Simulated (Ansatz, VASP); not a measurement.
# TiClO in two plane-wave programs, part 2 of 2

Aim: how closely do two programs agree when they are given the same cell, functional and k mesh? The structure shown comes from an earlier Ansatz run, which isn't shown and may have moved the atoms alone.

VASP 6.6.1 and Ansatz 0.2.0.

So far: Starting point; Ansatz: elastic constants, PBEsol.

### 3. VASP: elastic constants, PBEsol

Level of this step: PBEsol, no spin polarisation; plane waves and PAW (Ti_sv, Cl, O) (VASP).

The same cell, functional, mesh and smearing now go to VASP, with its own data sets.

Lines of VASP's logs that name or quote its potential files are left out, and so is its time.

INCAR

```
SYSTEM = TiClO
PREC = Accurate
ENCUT = 600
EDIFF = 1E-08
NELM = 120
ISMEAR = 1
SIGMA = 0.25
LREAL = .FALSE.
ALGO = Normal
GGA = PS
NBANDS = 31
LASPH = .TRUE.
LORBIT = 11
LWAVE = .FALSE.
LCHARG = .FALSE.
ISIF = 3
IBRION = 6
NFREE = 2
POTIM = 0.015
NSW = 1
GGA_COMPAT = .FALSE.
KPAR = 2
```

POSCAR

```
TiClO
1.0
    3.1853797775      0.0000000000      0.0000000000
    0.0000000000      3.9877471542      0.0000000000
    0.0000000000      0.0000000000      7.9543082559
Ti Cl O
2 2 2
Direct
    0.0000000000      0.5000000000      0.0874675425
    0.5000000000      0.0000000000      0.9125324575
    0.5000000000      0.5000000000      0.3108238020
    0.0000000000      0.0000000000      0.6891761980
    0.5000000000      0.5000000000      0.9228554048
    0.0000000000      0.0000000000      0.0771445952
```

KPOINTS

```
Automatic mesh
0
Gamma
4 4 4
0 0 0
```

PAW data sets: Ti_sv, Cl and O (PBE family, release 64).

Started as:

```
$ mpirun -np 2 vasp_std
```

Numbers of over 12 decimals in the logs are rounded to 6 here.

The program printed:

```text
[banner, memory and clock lines left out]
running    2 mpi-ranks, on    1 nodes
 distrk:  each k-point on    1 cores,    2 groups
 distr:  one band on    1 cores,    1 groups

 POSCAR found type information on POSCAR TiClO
 POSCAR found :  3 types and       6 ions
|                                                                             |
|               ----> ADVICE to this user running VASP <----                  |
|                                                                             |
|     You enforced a specific xc type in the INCAR file but a different       |
|     [... a line on the potential file left out ...]
|     I HOPE YOU KNOW WHAT YOU ARE DOING!                                     |
|                                                                             |

 LDA part: xc-table for (Slater+PW92), standard interpolation
 POSCAR, INCAR and KPOINTS ok, starting setup
 FFT: planning ... GRIDC
 FFT: planning ... GRID_SOFT
 FFT: planning ... GRID
 WAVECAR not read
 entering main loop
       N       E                     dE             d eps       ncg     rms          rms(c)
DAV:   1     0.686927702516E+03    0.68693E+03   -0.27114E+04  1674   0.191E+03
DAV:   2     0.585776665808E+02   -0.62835E+03   -0.60516E+03  1780   0.538E+02
DAV:   3    -0.462522993073E+02   -0.10483E+03   -0.10268E+03  2720   0.193E+02
DAV:   4    -0.533392514319E+02   -0.70870E+01   -0.70268E+01  2523   0.475E+01
DAV:   5    -0.538010655860E+02   -0.46181E+00   -0.46178E+00  2407   0.964E+00    0.239E+01
DAV:   6    -0.455840670108E+02    0.82170E+01   -0.52095E+01  2300   0.629E+01    0.911E+00
DAV:   7    -0.454027459832E+02    0.18132E+00   -0.70086E+00  2321   0.194E+01    0.640E+00
DAV:   8    -0.453614288135E+02    0.41317E-01   -0.12005E+00  2160   0.942E+00    0.158E+00
DAV:   9    -0.453283438098E+02    0.33085E-01   -0.20130E-01  2386   0.426E+00    0.878E-01
DAV:  10    -0.453299433616E+02   -0.15996E-02   -0.16288E-02  2268   0.102E+00    0.283E-01
DAV:  11    -0.453303643673E+02   -0.42101E-03   -0.17571E-03  2338   0.299E-01    0.863E-02
DAV:  12    -0.453304944839E+02   -0.13012E-03   -0.57290E-04  2401   0.181E-01    0.367E-02
DAV:  13    -0.453305159361E+02   -0.21452E-04   -0.12320E-04  2148   0.881E-02    0.287E-02
DAV:  14    -0.453305250716E+02   -0.91356E-05   -0.18092E-05  2065   0.316E-02    0.127E-02
DAV:  15    -0.453305275664E+02   -0.24947E-05   -0.79522E-06  2182   0.220E-02    0.399E-03
DAV:  16    -0.453305283675E+02   -0.80113E-06   -0.16300E-06  2184   0.794E-03    0.139E-03
DAV:  17    -0.453305284031E+02   -0.35607E-07   -0.77326E-08  2070   0.205E-03    0.506E-04
DAV:  18    -0.453305283660E+02    0.37153E-07   -0.27739E-08  1711   0.112E-03    0.298E-04
DAV:  19    -0.453305283677E+02   -0.17271E-08   -0.18493E-09  1236   0.402E-04
   1 F= -.45330528E+02 E0= -.45321411E+02  d E =-.273518E-01
[... from here on, the cycles between the ionic steps are left out ...]
   2 F= -.45318058E+02 E0= -.45307564E+02  d E =-.314821E-01
  24 F= -.45329487E+02 E0= -.45320385E+02  d E =-.273076E-01
  25 F= -.45329160E+02 E0= -.45320042E+02  d E =-.273536E-01
  26 F= -.45329543E+02 E0= -.45320423E+02  d E =-.273589E-01
  27 F= -.45329543E+02 E0= -.45320423E+02  d E =-.273589E-01
  28 F= -.45329012E+02 E0= -.45319906E+02  d E =-.273197E-01
  29 F= -.45329012E+02 E0= -.45319906E+02  d E =-.273197E-01
  30 F= -.45329173E+02 E0= -.45319626E+02  d E =-.286394E-01
 Finite differences progress:
  Degree of freedom:  15/ 15
  Displacement:        1/  2
  Total:              29/ 30
 bond charge predicted
       N       E                     dE             d eps       ncg     rms          rms(c)
DAV:   1    -0.453241964697E+02    0.49763E-02   -0.50293E+00  1674   0.110E+01    0.338E-01
DAV:   2    -0.453308351635E+02   -0.66387E-02   -0.79209E-02  2086   0.163E+00    0.260E-01
DAV:   3    -0.453307270826E+02    0.10808E-03   -0.11947E-02  2436   0.957E-01    0.269E-01
DAV:   4    -0.453301363334E+02    0.59075E-03   -0.46125E-03  2190   0.609E-01    0.130E-01
DAV:   5    -0.453299775194E+02    0.15881E-03   -0.88526E-04  2029   0.232E-01    0.268E-02
DAV:   6    -0.453299869063E+02   -0.93868E-05   -0.15550E-04  2037   0.860E-02    0.210E-02
DAV:   7    -0.453299852672E+02    0.16391E-05   -0.13437E-05  2399   0.253E-02    0.116E-02
DAV:   8    -0.453299847131E+02    0.55405E-06   -0.40429E-06  2669   0.167E-02    0.557E-03
DAV:   9    -0.453299845757E+02    0.13741E-06   -0.15355E-06  2456   0.961E-03    0.156E-03
DAV:  10    -0.453299846087E+02   -0.32955E-07   -0.47010E-07  2105   0.443E-03    0.111E-03
DAV:  11    -0.453299846020E+02    0.67294E-08   -0.10805E-07  2229   0.271E-03    0.329E-04
DAV:  12    -0.453299846046E+02   -0.26203E-08   -0.18502E-08  1545   0.102E-03
  31 F= -.45329985E+02 E0= -.45321372E+02  d E =-.258373E-01
 Finite differences progress:
  Degree of freedom:  15/ 15
  Displacement:        2/  2
  Total:              30/ 30
```

Parts of OUTCAR (step 3):

```text
ion  position               nearest neighbor table
   1  0.000  0.500  0.087-   6 2.00   6 2.00   5 2.06   5 2.06   3 2.39   3 2.39   2 2.91   2 2.91
                             2 2.91   2 2.91
   2  0.500  0.000  0.913-   5 2.00   5 2.00   6 2.06   6 2.06   4 2.39   4 2.39   1 2.91   1 2.91
                             1 2.91   1 2.91
   3  0.500  0.500  0.311-   1 2.39   1 2.39
   4  0.000  0.000  0.689-   2 2.39   2 2.39
   5  0.500  0.500  0.923-   2 2.00   2 2.00   1 2.06   1 2.06
   6  0.000  0.000  0.077-   1 2.00   1 2.00   2 2.06   2 2.06

  LATTYP: Found a simple orthorhombic cell.
 ALAT       =     3.1853797775
 B/A-ratio  =     1.2518906481
 C/A-ratio  =     2.4971302675

 Subroutine GETGRP returns: Found  8 space group operations
 (whereof  4 operations were pure point group operations)

The static configuration has the point symmetry C_2v.
 The point group associated with its full space group is D_2h.

 Found     27 irreducible k-points:

   k-points           NKPTS =     27   k-points in BZ     NKDIM =     27   number of bands    NBANDS=     31

   dimension x,y,z NGX =    28 NGY =   32 NGZ =   64
   dimension x,y,z NGXF=    56 NGYF=   64 NGZF=  128

   ENCUT  =  600.0 eV  44.10 Ry    6.64 a.u.   6.36  7.96 15.89*2*pi/ulx,y,z

   NELECT =      50.0000    total number of electrons

 k-points in reciprocal lattice and weights: Automatic mesh
   0.00000000  0.00000000  0.00000000       0.016
   0.25000000  0.00000000  0.00000000       0.031
   0.50000000  0.00000000  0.00000000       0.016
   0.00000000  0.25000000  0.00000000       0.031
   0.25000000  0.25000000  0.00000000       0.062
   0.50000000  0.25000000  0.00000000       0.031
   0.00000000  0.50000000  0.00000000       0.016
   0.25000000  0.50000000  0.00000000       0.031
   0.50000000  0.50000000  0.00000000       0.016
[...]
0.25000000  0.50000000  0.50000000       0.031
   0.50000000  0.50000000  0.50000000       0.016

 average (electrostatic) potential at core
       1 -77.1493       2 -77.1611       3 -91.6643       4 -91.6471       5 -72.2125
       6 -72.2452

 E-fermi :   4.7563

 k-point     1 :       0.0000    0.0000    0.0000
  band No.  band energies     occupation
    ...
     22       1.4598      2.00000
     23       1.4885      2.00000
     24       2.0109      2.00000
     25       4.1879      2.00600
     26       4.2886      2.02372
     27       5.3215     -0.00630
     28       5.3981     -0.00171
     29       5.9209     -0.00000
     30       6.2633     -0.00000
     31       6.7199     -0.00000

 k-point     2 :       0.2500    0.0000    0.0000
  band No.  band energies     occupation
    ...
     22       1.1172      2.00000
     23       1.1583      2.00000
     24       1.3341      2.00000
     25       4.1354      2.00249
     26       4.6045      1.84638
     27       5.1715     -0.04057
     28       5.9118     -0.00000
     29       6.0807     -0.00000
     30       6.3804     -0.00000
     31       6.8199     -0.00000

 k-point     3 :       0.5000    0.0000    0.0000
  band No.  band energies     occupation
    ...
     22       0.6307      2.00000
     23       1.5205      2.00000
     24       1.5405      2.00000
     25       3.9465      2.00005
     26       3.9922      2.00014
     27       5.9476     -0.00000
     28       5.9757     -0.00000
     29       6.2755     -0.00000
     30       6.2886     -0.00000
     31       7.0750     -0.00000

 Eigenvectors and eigenvalues of the dynamical matrix
 ----------------------------------------------------

   1 f  =   16.520703 THz   103.802637 2PiTHz  551.071327 cm-1    68.324106 meV
             X         Y         Z           dx          dy          dz
      0.000000  1.993874  0.695744     0.000000   -0.288164   -0.000000
      1.592690  0.000000  7.258564    -0.000000    0.288164    0.000000
      1.592690  1.993874  2.472388    -0.000000   -0.007428   -0.000000
      0.000000  0.000000  5.481920     0.000000    0.007428    0.000000
      1.592690  1.993874  7.340676    -0.000000   -0.645683    0.000000
      0.000000  0.000000  0.613632     0.000000    0.645683    0.000000

   2 f  =   15.409557 THz    96.821099 2PiTHz  514.007478 cm-1    63.728776 meV
             X         Y         Z           dx          dy          dz
      0.000000  1.993874  0.695744     0.000000   -0.350330   -0.000000
      1.592690  0.000000  7.258564     0.000000   -0.350330   -0.000000
      1.592690  1.993874  2.472388     0.000000   -0.005347    0.000000
      0.000000  0.000000  5.481920     0.000000   -0.005347    0.000000
      1.592690  1.993874  7.340676    -0.000000    0.614199   -0.000000
      0.000000  0.000000  0.613632    -0.000000    0.614199    0.000000

   3 f  =   13.966598 THz    87.754726 2PiTHz  465.875576 cm-1    57.761184 meV
             X         Y         Z           dx          dy          dz
      0.000000  1.993874  0.695744    -0.329217   -0.000000   -0.000000
      1.592690  0.000000  7.258564    -0.329217   -0.000000   -0.000000
      1.592690  1.993874  2.472388    -0.037236   -0.000000    0.000000
      0.000000  0.000000  5.481920    -0.037236   -0.000000   -0.000000
      1.592690  1.993874  7.340676     0.624684    0.000000    0.000000
      0.000000  0.000000  0.613632     0.624684    0.000000    0.000000

   4 f  =   12.565126 THz    78.949012 2PiTHz  419.127473 cm-1    51.965160 meV
             X         Y         Z           dx          dy          dz
      0.000000  1.993874  0.695744     0.000000    0.000000   -0.418817
      1.592690  0.000000  7.258564     0.000000   -0.000000   -0.418817
      1.592690  1.993874  2.472388    -0.000000    0.000000    0.110376
      0.000000  0.000000  5.481920     0.000000   -0.000000    0.110376
      1.592690  1.993874  7.340676    -0.000000    0.000000    0.558936
      0.000000  0.000000  0.613632     0.000000   -0.000000    0.558936

   5 f  =   11.875634 THz    74.616809 2PiTHz  396.128513 cm-1    49.113654 meV
             X         Y         Z           dx          dy          dz
      0.000000  1.993874  0.695744    -0.000000   -0.000000    0.089403
      1.592690  0.000000  7.258564     0.000000   -0.000000   -0.089403
      1.592690  1.993874  2.472388     0.000000    0.000000   -0.238718
      0.000000  0.000000  5.481920    -0.000000   -0.000000    0.238718
      1.592690  1.993874  7.340676     0.000000    0.000000    0.659561
      0.000000  0.000000  0.613632    -0.000000    0.000000   -0.659561

   6 f  =   11.701624 THz    73.523470 2PiTHz  390.324154 cm-1    48.394005 meV
             X         Y         Z           dx          dy          dz
      0.000000  1.993874  0.695744    -0.332812    0.000000    0.000000
      1.592690  0.000000  7.258564     0.332812    0.000000    0.000000
      1.592690  1.993874  2.472388     0.069548    0.000000   -0.000000
      0.000000  0.000000  5.481920    -0.069548    0.000000   -0.000000
      1.592690  1.993874  7.340676     0.619999   -0.000000    0.000000
      0.000000  0.000000  0.613632    -0.619999   -0.000000    0.000000

   7 f  =   10.684500 THz    67.132692 2PiTHz  356.396548 cm-1    44.187520 meV
             X         Y         Z           dx          dy          dz
      0.000000  1.993874  0.695744     0.000000    0.000000   -0.463167
      1.592690  0.000000  7.258564     0.000000   -0.000000    0.463167
      1.592690  1.993874  2.472388    -0.000000   -0.000000    0.479239
      0.000000  0.000000  5.481920     0.000000    0.000000   -0.479239
      1.592690  1.993874  7.340676    -0.000000   -0.000000    0.236235
      0.000000  0.000000  0.613632    -0.000000   -0.000000   -0.236235

   8 f  =   10.433679 THz    65.556737 2PiTHz  348.030061 cm-1    43.150209 meV
             X         Y         Z           dx          dy          dz
      0.000000  1.993874  0.695744    -0.000000   -0.000000   -0.289546
      1.592690  0.000000  7.258564     0.000000    0.000000   -0.289546
      1.592690  1.993874  2.472388     0.000000   -0.000000    0.556208
      0.000000  0.000000  5.481920    -0.000000   -0.000000    0.556208
      1.592690  1.993874  7.340676     0.000000   -0.000000   -0.326797
      0.000000  0.000000  0.613632    -0.000000   -0.000000   -0.326797

   9 f  =    7.070291 THz    44.423947 2PiTHz  235.839515 cm-1    29.240360 meV
             X         Y         Z           dx          dy          dz
      0.000000  1.993874  0.695744    -0.387962   -0.000000   -0.000000
      1.592690  0.000000  7.258564    -0.387962    0.000000   -0.000000
      1.592690  1.993874  2.472388     0.565985   -0.000000   -0.000000
      0.000000  0.000000  5.481920     0.565985   -0.000000   -0.000000
      1.592690  1.993874  7.340676    -0.170724    0.000000    0.000000
      0.000000  0.000000  0.613632    -0.170724   -0.000000   -0.000000

  10 f  =    6.382301 THz    40.101177 2PiTHz  212.890632 cm-1    26.395062 meV
             X         Y         Z           dx          dy          dz
      0.000000  1.993874  0.695744     0.311622    0.000000   -0.000000
      1.592690  0.000000  7.258564    -0.311622    0.000000    0.000000
      1.592690  1.993874  2.472388    -0.590234   -0.000000   -0.000000
      0.000000  0.000000  5.481920     0.590234   -0.000000    0.000000
      1.592690  1.993874  7.340676     0.233486    0.000000   -0.000000
      0.000000  0.000000  0.613632    -0.233486    0.000000    0.000000

  11 f  =    4.994131 THz    31.379049 2PiTHz  166.586269 cm-1    20.654056 meV
             X         Y         Z           dx          dy          dz
      0.000000  1.993874  0.695744    -0.000000    0.592154    0.000000
      1.592690  0.000000  7.258564     0.000000   -0.592154   -0.000000
      1.592690  1.993874  2.472388     0.000000   -0.285016    0.000000
      0.000000  0.000000  5.481920     0.000000    0.285016    0.000000
      1.592690  1.993874  7.340676    -0.000000   -0.260996   -0.000000
      0.000000  0.000000  0.613632     0.000000    0.260996   -0.000000

  12 f  =    4.314248 THz    27.107217 2PiTHz  143.907808 cm-1    17.842286 meV
             X         Y         Z           dx          dy          dz
      0.000000  1.993874  0.695744     0.000000    0.000000   -0.526767
      1.592690  0.000000  7.258564    -0.000000    0.000000    0.526767
      1.592690  1.993874  2.472388     0.000000   -0.000000   -0.461892
      0.000000  0.000000  5.481920    -0.000000   -0.000000    0.461892
      1.592690  1.993874  7.340676     0.000000    0.000000   -0.095772
      0.000000  0.000000  0.613632    -0.000000    0.000000    0.095772

  13 f  =    4.195253 THz    26.359553 2PiTHz  139.938583 cm-1    17.350165 meV
             X         Y         Z           dx          dy          dz
      0.000000  1.993874  0.695744    -0.000000   -0.368424   -0.000000
      1.592690  0.000000  7.258564     0.000000   -0.368424    0.000000
      1.592690  1.993874  2.472388    -0.000000    0.567588   -0.000000
      0.000000  0.000000  5.481920     0.000000    0.567588    0.000000
      1.592690  1.993874  7.340676    -0.000000   -0.205202   -0.000000
      0.000000  0.000000  0.613632     0.000000   -0.205202    0.000000
    [... 43 further lines ...]
      1.592690  1.993874  7.340676    -0.000000    0.000000    0.284243
      0.000000  0.000000  0.613632    -0.000000    0.000000    0.284243

 ELASTIC MODULI CONTR FROM IONIC RELAXATION (kBar)
 Direction    XX          YY          ZZ          XY          YZ          ZX
 --------------------------------------------------------------------------------
 XX        -833.8011   -728.9313   -939.7894      0.0000     -0.0000     -0.0000
 YY        -728.9313   -892.2304   -422.8230      0.0000     -0.0000     -0.0000
 ZZ        -939.7894   -422.8230  -1685.9931      0.0000     -0.0000     -0.0000
 XY           0.0000      0.0000      0.0000      0.0000      0.0000      0.0000
 YZ          -0.0000     -0.0000     -0.0000      0.0000   -243.1314      0.0000
 ZX          -0.0000     -0.0000     -0.0000      0.0000      0.0000   -973.2678
 --------------------------------------------------------------------------------

 TOTAL ELASTIC MODULI (kBar)
 Direction    XX          YY          ZZ          XY          YZ          ZX
 --------------------------------------------------------------------------------
 XX        1251.3213   -175.1350     26.2381      0.0000     -0.0000     -0.0000
 YY        -175.1350   2044.0698     25.5449      0.0000     -0.0000     -0.0000
 ZZ          26.2381     25.5449     48.0968      0.0000     -0.0000     -0.0000
 XY           0.0000      0.0000      0.0000    424.8097      0.0000      0.0000
 YZ          -0.0000     -0.0000     -0.0000      0.0000     20.4706      0.0000
 ZX          -0.0000     -0.0000     -0.0000      0.0000      0.0000     26.5448
 --------------------------------------------------------------------------------

 total charge
# of ion       s       p       d       tot
------------------------------------------
    1        2.182   6.211   1.908  10.302
    2        2.182   6.211   1.908  10.302
    3        1.595   3.515   0.000   5.110
    4        1.595   3.515   0.000   5.110
    5        1.558   3.472   0.000   5.031
    6        1.558   3.472   0.000   5.031
--------------------------------------------------
tot         10.671  26.398   3.816  40.885

[... 2 further parts left out ...]
```

Levels, forces or a CONTCAR printed for this step are those of its last displaced cell, not of the structure at rest.

### 4. Differences

Known differences besides the potentials themselves: the cutoff is 420 eV in Ansatz and 600 eV in VASP; Ansatz makes its cores anew for this functional, VASP keeps those of its PBE data sets; VASP takes each elastic constant from one size of strain, Ansatz from those that its log lists. Total energies have different zeros and are not compared.

The two programs side by side:

| quantity | Ansatz | VASP | difference |
| --- | --- | --- | --- |
| C11 (GPa) | 126.0 | 125.1 | +0.68 % |
| C22 (GPa) | 205.1 | 204.4 | +0.34 % |
| C33 (GPa) | 5.1 | 4.8 | +6.13 % |
| C12 (GPa) | -13.7 | -17.5 | -21.86 % |
| C13 (GPa) | 2.6 | 2.6 | -2.25 % |
| C23 (GPa) | 2.3 | 2.5 | -7.88 % |
| C44 (GPa) | 2.3 | 2.0 | +11.86 % |
| C55 (GPa) | 2.8 | 2.6 | +6.33 % |
| C66 (GPa) | 42.9 | 42.5 | +0.90 % |

### 5. Outcome

| Item | Value |
| --- | --- |
| difference in C12 (elastic constants, PBEsol) | -22 % |

The difference in C12 is -22 % (elastic constants, PBEsol), beyond the 5 % picked in this series as the mark of a large difference. Such differences can come from data sets, numerical settings and the points named under the comparisons, not from the functional's error against experiment.

[Lines on the potential files, build, host, timing and source positions are cut from VASP's logs without a mark.]

[Logs are printed without paths, hosts, clocks, repeated set-up lines and the standing remarks that a program may print on its own settings, such as how far it seeks lower states.]

[Hosts, paths, dates, database ids (printed as entryN), source tags and the programs' standing remarks are cut or masked in the printed files.]
